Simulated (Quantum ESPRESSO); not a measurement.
# SiC (Moissanite 6H) (P6_3mc) in Quantum ESPRESSO: notebook

The runs below take SiC (Moissanite 6H) through band structure, real-space fields, with PBE+D3(BJ), vdW-DF3-opt2.

Program: Quantum ESPRESSO 7.5. These are calculated values, not measurements. Logs are shortened: lines on timing, memory, paths and dates and some standing lists are left out, and cuts for length are marked.

## 1. The undisturbed crystal

It takes space group P6_3mc (No. 186, hexagonal). Conventional cell: a = 3.095 Å, b = 3.095 Å, c = 15.170 Å, α = 90.00°, β = 90.00°, γ = 120.00°. Around Si (site symmetry 3m) lie 4 C at 1.90 Å. Around Si (site symmetry 3m) lie 4 C at 1.90 Å. Si (site symmetry 3m) has 4 C at 1.90 Å as nearest neighbours. C (site symmetry 3m) has 4 Si at 1.90 Å as nearest neighbours. Around C (site symmetry 3m) lie 4 Si at 1.90 Å. Around C (site symmetry 3m) lie 4 Si at 1.90 Å.

## 2. Band structure, PBE+D3(BJ) (volume scaled by 0.88)

The input, pw.in:

```
&CONTROL
  calculation = 'scf'
  prefix = 'pwscf'
  outdir = './tmp'
  pseudo_dir = './pseudo'
  tprnfor = .true.
  tstress = .true.
  disk_io = 'low'
/
&SYSTEM
  ibrav = 0
  A = 2.96588889
  nat = 12
  ntyp = 2
  ecutwfc = 45
  ecutrho = 360
  nbnd = 33
  occupations = 'smearing'
  smearing = 'fd'
  degauss = 0.00734986
  vdw_corr = 'grimme-d3'
  dftd3_version = 4
  dftd3_threebody = .false.
/
&ELECTRONS
  conv_thr = 2.4d-09
  electron_maxstep = 120
  mixing_beta = 0.5
/
ATOMIC_SPECIES
Si    28.0850 si_pbe_v1.uspp.F.UPF
C     12.0110 c_pbe_v1.2.uspp.F.UPF
CELL_PARAMETERS alat
   1.0000000005    0.0000000000    0.0000000000
  -0.5000000003    0.8660254042    0.0000000000
   0.0000000000    0.0000000000    4.9014539605
ATOMIC_POSITIONS alat
Si     0.5000000003    0.2886751347    2.2463363501
Si    -0.0000000001    0.5773502695    4.6970633303
Si     0.5000000003    0.2886751347    3.8804811005
Si    -0.0000000001    0.5773502695    1.4297541203
Si     0.0000000000    0.0000000000    3.0634087253
Si     0.0000000000    0.0000000000    0.6126817451
C      0.5000000003    0.2886751347    1.6336546050
C     -0.0000000001    0.5773502695    4.0843815853
C      0.5000000003    0.2886751347    3.2677993555
C     -0.0000000001    0.5773502695    0.8170723752
C      0.0000000000    0.0000000000    2.4507269803
C      0.0000000000    0.0000000000    0.0000000000
K_POINTS automatic
10 10 2 0 0 0
```

The input, bands.in:

```
&CONTROL
  calculation = 'bands'
  prefix = 'pwscf'
  outdir = './tmp'
  pseudo_dir = './pseudo'
  disk_io = 'low'
  verbosity = 'high'
/
&SYSTEM
  ibrav = 0
  A = 2.96588889
  nat = 12
  ntyp = 2
  ecutwfc = 45
  ecutrho = 360
  nbnd = 33
  occupations = 'smearing'
  smearing = 'fd'
  degauss = 0.00734986
  vdw_corr = 'grimme-d3'
  dftd3_version = 4
  dftd3_threebody = .false.
/
&ELECTRONS
  conv_thr = 1d-08
  electron_maxstep = 120
  mixing_beta = 0.5
  diago_full_acc = .true.
/
ATOMIC_SPECIES
Si    28.0850 si_pbe_v1.uspp.F.UPF
C     12.0110 c_pbe_v1.2.uspp.F.UPF
CELL_PARAMETERS alat
   1.0000000005    0.0000000000    0.0000000000
  -0.5000000003    0.8660254042    0.0000000000
   0.0000000000    0.0000000000    4.9014539605
ATOMIC_POSITIONS alat
Si     0.5000000003    0.2886751347    2.2463363501
Si    -0.0000000001    0.5773502695    4.6970633303
Si     0.5000000003    0.2886751347    3.8804811005
Si    -0.0000000001    0.5773502695    1.4297541203
Si     0.0000000000    0.0000000000    3.0634087253
Si     0.0000000000    0.0000000000    0.6126817451
C      0.5000000003    0.2886751347    1.6336546050
C     -0.0000000001    0.5773502695    4.0843815853
C      0.5000000003    0.2886751347    3.2677993555
C     -0.0000000001    0.5773502695    0.8170723752
C      0.0000000000    0.0000000000    2.4507269803
C      0.0000000000    0.0000000000    0.0000000000
K_POINTS crystal
60
 0.0000000000  0.0000000000  0.0000000000 1
 0.0555555556  0.0000000000  0.0000000000 1
 0.1111111111  0.0000000000  0.0000000000 1
 0.1666666667  0.0000000000  0.0000000000 1
 0.2222222222  0.0000000000  0.0000000000 1
 0.2777777778  0.0000000000  0.0000000000 1
 0.3333333333  0.0000000000  0.0000000000 1
 0.3888888889  0.0000000000  0.0000000000 1
 0.4444444444  0.0000000000  0.0000000000 1
 0.5000000000  0.0000000000  0.0000000000 1
 0.4666666667  0.0666666667  0.0000000000 1
 0.4333333333  0.1333333333  0.0000000000 1
 0.4000000000  0.2000000000  0.0000000000 1
 0.3666666667  0.2666666667  0.0000000000 1
 0.3333333333  0.3333333333  0.0000000000 1
 0.3030303030  0.3030303030  0.0000000000 1
 0.2727272727  0.2727272727  0.0000000000 1
 0.2424242424  0.2424242424  0.0000000000 1
 0.2121212121  0.2121212121  0.0000000000 1
 0.1818181818  0.1818181818  0.0000000000 1
 0.1515151515  0.1515151515  0.0000000000 1
 0.1212121212  0.1212121212  0.0000000000 1
 0.0909090909  0.0909090909  0.0000000000 1
 0.0606060606  0.0606060606  0.0000000000 1
 0.0303030303  0.0303030303  0.0000000000 1
 0.0000000000  0.0000000000  0.0000000000 1
 0.0000000000  0.0000000000  0.5000000000 1
 0.0500000000  0.0000000000  0.5000000000 1
 0.1000000000  0.0000000000  0.5000000000 1
 0.1500000000  0.0000000000  0.5000000000 1
 0.2000000000  0.0000000000  0.5000000000 1
 0.2500000000  0.0000000000  0.5000000000 1
 0.3000000000  0.0000000000  0.5000000000 1
 0.3500000000  0.0000000000  0.5000000000 1
 0.4000000000  0.0000000000  0.5000000000 1
 0.4500000000  0.0000000000  0.5000000000 1
 0.5000000000  0.0000000000  0.5000000000 1
 0.4722222222  0.0555555556  0.5000000000 1
 0.4444444444  0.1111111111  0.5000000000 1
 0.4166666667  0.1666666667  0.5000000000 1
 0.3888888889  0.2222222222  0.5000000000 1
 0.3611111111  0.2777777778  0.5000000000 1
 0.3333333333  0.3333333333  0.5000000000 1
 0.3076923077  0.3076923077  0.5000000000 1
 0.2820512821  0.2820512821  0.5000000000 1
 0.2564102564  0.2564102564  0.5000000000 1
 0.2307692308  0.2307692308  0.5000000000 1
 0.2051282051  0.2051282051  0.5000000000 1
 0.1794871795  0.1794871795  0.5000000000 1
 0.1538461538  0.1538461538  0.5000000000 1
 0.1282051282  0.1282051282  0.5000000000 1
 0.1025641026  0.1025641026  0.5000000000 1
 0.0769230769  0.0769230769  0.5000000000 1
 0.0512820513  0.0512820513  0.5000000000 1
 0.0256410256  0.0256410256  0.5000000000 1
 0.0000000000  0.0000000000  0.5000000000 1
 0.5000000000  0.0000000000  0.5000000000 1
 0.5000000000  0.0000000000  0.0000000000 1
 0.3333333333  0.3333333333  0.0000000000 1
 0.3333333333  0.3333333333  0.5000000000 1
```

Potentials or basis: GBRV 1.5 PBE.

Launch:

```
$ OMP_NUM_THREADS=1 pw.x -in pw.in > pw.out
$ OMP_NUM_THREADS=1 pw.x -in bands.in > bands.out
```

pw.out:

```text
This program is part of the open-source Quantum ESPRESSO suite
     for quantum simulation of materials; please cite
         "P. Giannozzi et al., J. Phys.:Condens. Matter 21 395502 (2009);
         "P. Giannozzi et al., J. Phys.:Condens. Matter 29 465901 (2017);
         "P. Giannozzi et al., J. Chem. Phys. 152 154105 (2020);
     in publications or presentations arising from this work. More details at

     Message from routine setup:
     using ibrav=0 with symmetry is DISCOURAGED, use correct ibrav instead

     G-vector sticks info
     --------------------
     sticks:   dense  smooth     PW     G-vecs:    dense   smooth      PW
     Sum         769     379    121                86061    30351    5177

     Using Slab Decomposition

     bravais-lattice index     =            0
     lattice parameter (alat)  =       5.6047  a.u.
     unit-cell volume          =     747.3375 (a.u.)^3
     number of atoms/cell      =           12
     number of atomic types    =            2
     number of electrons       =        48.00
     number of Kohn-Sham states=           33
     kinetic-energy cutoff     =      45.0000  Ry
     charge density cutoff     =     360.0000  Ry
     scf convergence threshold =      2.4E-09
     mixing beta               =       0.5000
     number of iterations used =            8  plain     mixing
     Exchange-correlation= SLA  PW   PBE  PBE
                           (   1   4   3   4   0   0   0)

     celldm(1)=   5.604718  celldm(2)=   0.000000  celldm(3)=   0.000000
     celldm(4)=   0.000000  celldm(5)=   0.000000  celldm(6)=   0.000000

     crystal axes: (cart. coord. in units of alat)
               a(1) = (   1.000000   0.000000   0.000000 )
               a(2) = (  -0.500000   0.866025   0.000000 )
               a(3) = (   0.000000   0.000000   4.901454 )

     reciprocal axes: (cart. coord. in units 2 pi/alat)
               b(1) = (  1.000000  0.577350 -0.000000 )
               b(2) = (  0.000000  1.154701  0.000000 )
               b(3) = (  0.000000 -0.000000  0.204021 )

     PseudoPot. # 1 for Si read from file:
     si_pbe_v1.uspp.F.UPF
     Pseudo is Ultrasoft + core correction, Zval =  4.0
     Generated by new atomic code, or converted to UPF format
     Using radial grid of  899 points,  6 beta functions with:
                l(1) =   0
                l(2) =   0
                l(3) =   1
                l(4) =   1
                l(5) =   2
                l(6) =   2
     Q(r) pseudized with  8 coefficients,  rinner =    0.900   0.900   0.900
                                                       0.900   0.900

     PseudoPot. # 2 for C  read from file:
     c_pbe_v1.2.uspp.F.UPF
     Pseudo is Ultrasoft + core correction, Zval =  4.0
     Generated by new atomic code, or converted to UPF format
     Using radial grid of  721 points,  4 beta functions with:
                l(1) =   0
                l(2) =   0
                l(3) =   1
                l(4) =   1
     Q(r) pseudized with  8 coefficients,  rinner =    1.100   1.100   1.100

     atomic species   valence    mass     pseudopotential
     Si                4.00    28.08500     Si( 1.00)
     C                 4.00    12.01100     C ( 1.00)

     12 Sym. Ops. (no inversion) found ( 6 have fractional translation)

   Cartesian axes

     site n.     atom                  positions (alat units)
         1        Si     tau(   1) = (   0.5000000   0.2886751   2.2463364  )
         2        Si     tau(   2) = (  -0.0000000   0.5773503   4.6970633  )
         3        Si     tau(   3) = (   0.5000000   0.2886751   3.8804811  )
[... 13 lines left out ...]
       Reference C6 values for interpolation:

         atom   Coordination number   C6
         C          0.000            98.23
         C          0.987            86.49
         C          1.998            58.72
         C          2.999            51.56
         C          3.984            36.41
         Si         0.000           635.71
         Si         0.951           540.53
         Si         1.944           466.25
         Si         2.941           443.01
         Si         3.868           299.55

       Values used:

         atom   Coordination number  R0_AB[au]  C6      C8
         Si         7.268            3.583    299.55  21425.58
         Si         7.268            3.583    299.55  21425.58
         Si         7.251            3.583    299.55  21425.58
         Si         7.251            3.583    299.55  21425.58
         Si         7.248            3.583    299.55  21425.58
         Si         7.248            3.583    299.55  21425.58
         C          4.137            2.750     36.50   1055.50
         C          4.137            2.750     36.50   1055.50
         C          4.153            2.750     36.49   1055.22
         C          4.153            2.750     36.49   1055.22
         C          4.137            2.750     36.50   1055.51
         C          4.137            2.750     36.50   1055.51

         Molecular C6 ( Ry / a.u.^6 ) =     19336.29

     number of k points=    28  Fermi-Dirac smearing, width (Ry)=  0.0073
                       cart. coord. in units 2pi/alat
        k(    1) = (   0.0000000   0.0000000   0.0000000), wk =   0.0100000
        k(    2) = (   0.0000000   0.0000000  -0.1020105), wk =   0.0100000
        k(    3) = (   0.0000000   0.1154701   0.0000000), wk =   0.0600000
        k(    4) = (   0.0000000   0.1154701  -0.1020105), wk =   0.0600000
        k(    5) = (   0.0000000   0.2309401   0.0000000), wk =   0.0600000
        k(    6) = (   0.0000000   0.2309401  -0.1020105), wk =   0.0600000
[... 20 lines left out ...]
        k(   27) = (   0.3000000   0.5196152   0.0000000), wk =   0.0600000
        k(   28) = (   0.3000000   0.5196152  -0.1020105), wk =   0.0600000

     Dense  grid:    86061 G-vectors     FFT dimensions: (  36,  36, 180)

     Smooth grid:    30351 G-vectors     FFT dimensions: (  24,  24, 120)

     Initial potential from superposition of free atoms

     starting charge      47.9957, renormalised to      48.0000
     Starting wfcs are   48 randomized atomic wfcs

     Self-consistent Calculation

     iteration #  1     ecut=    45.00 Ry     beta= 0.50
     Davidson diagonalization with overlap
     ethr =  1.00E-02,  avg # of iterations =  4.2

     total energy              =    -126.24933066 Ry
     estimated scf accuracy    <       2.91104215 Ry
[... 71 lines left out ...]
     iteration # 12     ecut=    45.00 Ry     beta= 0.50
     Davidson diagonalization with overlap
     ethr =  6.91E-12,  avg # of iterations =  2.0

     End of self-consistent calculation

          k = 0.0000 0.0000 0.0000 (  3737 PWs)   bands (ev):

    -5.3804  -4.8158  -4.7626  -3.1190  -3.0825  -1.3552   1.7468   4.3900
     4.4309   8.4913   8.5175   9.8155   9.8155  10.0026  10.0026  10.1319
    10.1319  10.6011  10.6011  10.7014  10.7014  10.9583  11.0037  11.0037
    17.1968  17.3490  17.8096  18.2963  18.5389  18.5390  18.6397  18.6789
    19.1408
[... 67 lines left out ...]
    -2.3935  -2.3935  -1.4099  -1.4099  -0.0007  -0.0007   2.7278   2.7278
     3.2862   3.2862   4.7330   4.7330   5.7743   5.7743   7.7978   7.7978
     7.9165   7.9165   8.6331   8.6331   9.2297   9.2297   9.7665   9.7665
    13.4240  13.4240  14.8884  14.8884  16.4602  16.4602  17.3956  17.3956
    18.6277

          k = 0.0000-0.5774 0.0000 (  3808 PWs)   bands (ev):

    -1.4996  -1.3364  -1.1017  -0.5786  -0.4164   0.0873   1.9824   2.3289
     2.7057   2.7250   3.8455   4.0493   6.0330   6.1683   7.5374   7.7494
     7.9183   7.9579   8.0099   8.6362   9.0862   9.1292   9.2365   9.8805
    12.9998  13.2511  14.4212  15.0915  15.9346  16.0767  17.1636  17.5190
    18.1742

          k = 0.0000-0.5774-0.1020 (  3808 PWs)   bands (ev):

    -1.4394  -1.4394  -0.8939  -0.8939  -0.0854  -0.0854   1.9985   1.9985
     3.1439   3.1439   3.5594   3.5594   6.5232   6.5232   7.2858   7.2858
     7.6513   7.6513   8.4972   8.4972   9.2064   9.2064   9.6513   9.6513
    13.0759  13.0759  14.6300  14.6300  16.3665  16.3665  16.9545  16.9545
    18.6190
[... 123 lines left out ...]
    -0.8114  -0.8114  -0.2452  -0.2452   0.1256   0.1256   3.0667   3.0667
     3.4653   3.4653   3.8337   3.8337   4.7938   4.7938   5.5809   5.5809
     6.0414   6.0414   7.3928   7.3928   8.4167   8.4167   8.6986   8.6986
    14.7551  14.7551  15.4927  15.4927  17.1805  17.1805  18.7071  18.7071
    20.2321

     the Fermi energy is    12.0310 ev

!    total energy              =    -126.89331623 Ry
     estimated scf accuracy    <          1.2E-10 Ry
     smearing contrib. (-TS)   =      -0.00000071 Ry
     internal energy E=F+TS    =    -126.89331552 Ry

     The total energy is F=E-TS. E is the sum of the following terms:
     one-electron contribution =      40.02915757 Ry
     hartree contribution      =      13.57962094 Ry
     xc contribution           =     -49.80388192 Ry
     ewald contribution        =    -130.40051833 Ry
     DFT-D3 Dispersion         =      -0.29769379 Ry

     convergence has been achieved in  12 iterations

     Forces acting on atoms (cartesian axes, Ry/au):

     atom    1 type  1   force =     0.00000000    0.00000000    0.00318700
     atom    2 type  1   force =     0.00000000   -0.00000000    0.00318700
     atom    3 type  1   force =     0.00000000    0.00000000    0.00154927
     atom    4 type  1   force =     0.00000000    0.00000000    0.00154927
     atom    5 type  1   force =    -0.00000000   -0.00000000    0.00127777
     atom    6 type  1   force =     0.00000000    0.00000000    0.00127777
     atom    7 type  2   force =    -0.00000000   -0.00000000   -0.00085506
     atom    8 type  2   force =     0.00000000    0.00000000   -0.00085506
     atom    9 type  2   force =    -0.00000000   -0.00000000    0.00127677
     atom   10 type  2   force =     0.00000000   -0.00000000    0.00127677
     atom   11 type  2   force =     0.00000000   -0.00000000   -0.00643575
     atom   12 type  2   force =     0.00000000   -0.00000000   -0.00643575

     Total force =     0.010768     Total SCF correction =     0.000004

     Computing stress (Cartesian axis) and pressure

          total   stress  (Ry/bohr**3)                   (kbar)     P=      289.86
   0.00195117   0.00000000   0.00000000          287.03        0.00        0.00
   0.00000000   0.00195117   0.00000000            0.00      287.03        0.00
   0.00000000   0.00000000   0.00200892            0.00        0.00      295.52

=------------------------------------------------------------------------------=
   JOB DONE.
=------------------------------------------------------------------------------=
```

Wall time 3 min (1 thread of AMD EPYC 7B13 (Zen 3), shared host); peak memory 0.4 GiB.

What came out:

```
Free energy             : -1726.4715 eV
Pressure                : 29.0 GPa
Largest force           : 0.165 eV/Å
Band gap on the k mesh  : 2.00 eV, indirect (least direct gap 3.12 eV)
Band gap along the path : 2.00 eV, indirect (least direct gap 3.12 eV)
```

Forces in eV/Å, atoms in the order of the input:
```
Si   0.000  0.000  0.082
Si   0.000  0.000  0.082
Si   0.000  0.000  0.040
Si   0.000  0.000  0.040
Si   0.000  0.000  0.033
Si   0.000  0.000  0.033
C    0.000  0.000 -0.022
C    0.000  0.000 -0.022
C    0.000  0.000  0.033
C    0.000  0.000  0.033
C    0.000  0.000 -0.165
C    0.000  0.000 -0.165
```

Stress tensor (GPa, compression positive):
```
28.70  0.00  0.00
 0.00 28.70  0.00
 0.00  0.00 29.55
```

Levels at the corners of the path, in eV from the valence-band top:
```tsv
point	band 21	band 22	band 23	band 24	band 25	band 26	band 27	band 28
Γ	-0.30	-0.05	0.00	0.00	6.19	6.35	6.81	7.29
M	-1.92	-1.87	-1.77	-1.12	2.00	2.25	3.42	4.09
K	-3.43	-2.35	-2.17	-2.17	3.54	3.54	3.95	5.26
Γ	-0.30	-0.05	0.00	0.00	6.19	6.35	6.81	7.29
A	-0.10	-0.10	-0.10	-0.10	6.25	6.25	7.02	7.02
L	-1.80	-1.80	-1.35	-1.35	2.07	2.07	3.63	3.63
H	-2.83	-2.83	-2.39	-2.39	3.71	3.71	4.54	4.54
A	-0.10	-0.10	-0.10	-0.10	6.25	6.25	7.02	7.02
L	-1.80	-1.80	-1.35	-1.35	2.07	2.07	3.63	3.63
M	-1.92	-1.87	-1.77	-1.12	2.00	2.25	3.42	4.09
K	-3.43	-2.35	-2.17	-2.17	3.54	3.54	3.95	5.26
H	-2.83	-2.83	-2.39	-2.39	3.71	3.71	4.54	4.54
```

Caveat: some levels on the path didn't converge.

[end of part 1 of 2]
